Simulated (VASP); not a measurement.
# Settings for Mn: energy at fixed spin moment

Mn, P6_3/mmc (no. 194), 2 atoms in the cell. PBEsol, fixed spin moment; PAW potentials Mn_pv (PBE set). VASP 6.6.1.

Wanted: energies at fixed moments within 2 meV/atom; moment left free within 0.06 muB per cell.

POSCAR:
```
Mn
1.0
    2.4836457705      0.0000000000      0.0000000000
   -1.2418228853      2.1509003313      0.0000000000
    0.0000000000      0.0000000000      4.0261950000
Mn
2
Direct
    0.3333333333      0.6666666667      0.2500000000
    0.6666666667      0.3333333333      0.7500000000
```

The series start from Electronic algorithm: Normal; Cutoff (eV): 400; Smearing: MP 0.1; k-point spacing (1/Å): 0.24. Each series keeps the choices made before it, and each single choice may use up half of a tolerance. Times cover all steps of a run.

## Electronic algorithm

| Electronic algorithm | Energies at fixed moments, largest deviation (meV/atom) | Moment left free (muB per cell) | Time (s) |
|---|---|---|---|
| Normal | 0.0 | 0.000 | 50 |
| Fast | 0.0 | 0.000 | 55 |

## Cutoff (eV)

| Cutoff (eV) | Energies at fixed moments, largest deviation (meV/atom) | Moment left free (muB per cell) | Time (s) |
|---|---|---|---|
| 300 | 4.2 | 0.000 | 46 |
| 350 | 3.2 | 0.000 | 49 |
| 400 | 0.7 | 0.000 | 50 |
| 450 | 0.3 | 0.000 | 64 |
| 520 | 0.1 | 0.000 | 73 |
| 600 (reference) | 0.0 | 0.000 | 79 |

## Smearing

| Smearing | Energies at fixed moments, largest deviation (meV/atom) | Moment left free (muB per cell) | Time (s) |
|---|---|---|---|
| MP 0.2 | 1.5 | 0.000 | 54 |
| MP 0.1 | 1.8 | 0.000 | 50 |
| MP 0.05 | 2.1 | 0.000 | 55 |
| tetrahedron (reference) | 0.0 | 0.000 | 61 |

## k-point spacing (1/Å)

| k-point spacing (1/Å) | Energies at fixed moments, largest deviation (meV/atom) | Moment left free (muB per cell) | Time (s) |
|---|---|---|---|
| 0.4 | 9.7 | 0.003 | 42 |
| 0.3 | 5.1 | 0.000 | 46 |
| 0.24 | 2.8 | 0.000 | 61 |
| 0.19 | 1.6 | 0.000 | 95 |
| 0.15 | 0.4 | 0.000 | 154 |
| 0.12 (reference) | 0.0 | 0.000 | 291 |

## Question

The rows run from the loosest to the tightest (no order: electronic algorithm). For each series: choose the loosest value from which every tighter one stays within half of the tolerance; where there is no order, keep the first row unless others stay within half of the tolerance and take at least 30 % less time, and then take the fastest.

## Answer

- Electronic algorithm: Normal
- Cutoff (eV): 400
- Smearing: tetrahedron, the last of the list; the one before it is off by more than half of the tolerance
- k-point spacing (1/Å): 0.15

## All choices together

| Input | Energies at fixed moments, largest deviation (meV/atom) | Moment left free (muB per cell) | Time (s) |
|---|---|---|---|
| default cutoff, precision and threshold on a coarse mesh (naive) | 31.8 | -0.004 | 8.9 |
| chosen settings | 1.1 | 0.000 | 154 |
| reference settings throughout | 0.0 | 0.000 | 444 |

The tolerance is met.

Values of the reference run: Energies at fixed moments: 0, 86.7, 309.6, 630.8, 1030, 1855 meV/atom, against the smallest moment.

## The input

INCAR.step1:
```
SYSTEM = Mn
PREC = Accurate
ENCUT = 400
EDIFF = 1E-7
NELM = 200
ALGO = Normal
ISMEAR = -5
SIGMA = 0.05
LREAL = .FALSE.
LASPH = .TRUE.
LMAXMIX = 4
LORBIT = 11
LWAVE = .FALSE.
LCHARG = .FALSE.
GGA = PS
ISPIN = 2
ISIF = 2
NUPDOWN = 0.0
MAGMOM = 0 0
```

INCAR.step2, as INCAR.step1 but for:
```
- NUPDOWN = 0.0
- MAGMOM = 0 0
+ NUPDOWN = 1.6
+ MAGMOM = 0.8 0.8
```

INCAR.step3 to INCAR.step6 change the same tags again: MAGMOM = 1.6 1.6, 2.4 2.4, 3.2 3.2, 4 4; NUPDOWN = 3.2, 4.8, 6.4, 8.0.

INCAR.step7, as INCAR.step6 but for:
```
- NUPDOWN = 8.0
```

KPOINTS:
```
Automatic mesh
0
Gamma
  20 20 11
  0 0 0
```

Commands (each step's output is kept before the next begins):
```
cat potpaw_PBE.64/Mn_pv/POTCAR > POTCAR
cp INCAR.step1 INCAR
mpirun -np 4 vasp_std > vasp.out
rm WAVECAR CHG
cp INCAR.step2 INCAR
mpirun -np 4 vasp_std > vasp.out
rm WAVECAR CHG
cp INCAR.step3 INCAR
mpirun -np 4 vasp_std > vasp.out
rm WAVECAR CHG
cp INCAR.step4 INCAR
mpirun -np 4 vasp_std > vasp.out
rm WAVECAR CHG
cp INCAR.step5 INCAR
mpirun -np 4 vasp_std > vasp.out
rm WAVECAR CHG
cp INCAR.step6 INCAR
mpirun -np 4 vasp_std > vasp.out
rm WAVECAR CHG
cp INCAR.step7 INCAR
mpirun -np 4 vasp_std > vasp.out
```

The chosen input took VASP 6.6.1 154 s on 4 cores (Intel Xeon 6975P-C (Granite Rapids)), a shared host.

## An input that fails: moment fixed beyond the electrons at hand

It ran out of time.

Changes against the starting input:
```
(step 2)
- NELM = 200
- NUPDOWN = 1.6
+ NELM = 50
+ NUPDOWN = 40
```
